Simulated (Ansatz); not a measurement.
Theory: DFT PBE, scalar-relativistic, plane waves, PAW in Ansatz. Settings: cutoff 420 eV, Γ-centred meshes spaced at most about 0.3 Å⁻¹, and about 0.25 Å⁻¹ or finer for metals (2π included), Gaussian smearing. No spin polarisation in the final relaxations.

The zero of energy is the elements' standard structures at the same level; no fitted shifts are applied. The references include black phosphorus.

A relaxed structure of InGa3P4 has 22.19 Å³/atom, −0.367 eV/atom against the elements, a gap of 1.11 eV on its mesh:

```
In Ga P
1.0
     3.96537    0.00000    0.00000
     0.00000    3.96537    0.00000
     0.00000    0.00000   11.28802
In Ga P
1 3 4
Direct
  0.50000 0.50000 0.00000
  0.00000 0.00000 0.74024
  0.00000 0.00000 0.25976
  0.50000 0.50000 0.50000
  0.50000 0.00000 0.85914
  0.00000 0.50000 0.14086
  0.50000 0.00000 0.37995
  0.00000 0.50000 0.62005
```

Task: Predict cell, energy and gap of InGa3As4 with the same space group and Wyckoff sites.

Result: InGa3As4 has a = 4.134 Å, c = 11.761 Å: 25.12 Å³/atom, −0.31 eV/atom against the elements, no gap on its mesh. The volume per atom changes by +13.2 % and the formation energy by +0.06 eV/atom (from unrounded values). The gap closes. Covalent radii: P 1.07 Å, As 1.19 Å; electronegativities 2.19 and 2.18. The cell follows the size of the atom. In has 4 As at 2.64 Å; Ga on a site of symmetry 2mm has 4 As at 2.50–2.51 Å; Ga on a site of symmetry -4m2 is surrounded by 4 As at 2.51 Å; As on its first site has 4 Ga at 2.51 Å; 1 more site not described.

```yaml
crystal:
  lattice:
    - [4.13409, 0.00000, 0.00000]
    - [0.00000, 4.13409, 0.00000]
    - [0.00000, 0.00000, 11.76055]
  atoms:
    - { symbol: In, position: [0.00000, 0.00000, 0.00000] }
    - { symbol: Ga, position: [0.50000, 0.50000, 0.25905] }
    - { symbol: Ga, position: [0.00000, 0.00000, 0.50000] }
    - { symbol: Ga, position: [0.50000, 0.50000, 0.74095] }
    - { symbol: As, position: [0.50000, 0.00000, 0.37959] }
    - { symbol: As, position: [0.00000, 0.50000, 0.62041] }
    - { symbol: As, position: [0.50000, 0.00000, 0.86029] }
    - { symbol: As, position: [0.00000, 0.50000, 0.13971] }
```

The two cells were relaxed from separate starts that ended on the same group and sites; neither need be the stable form of its compound. Kohn–Sham gaps at this level usually fall short of measured ones. The zero gap of InGa3As4 P-4m2 may come from the functional, which often closes small gaps. The reference forms of As and P are held partly by dispersion forces, which this level lacks. Cells relaxed within their symmetry can be saddle points.
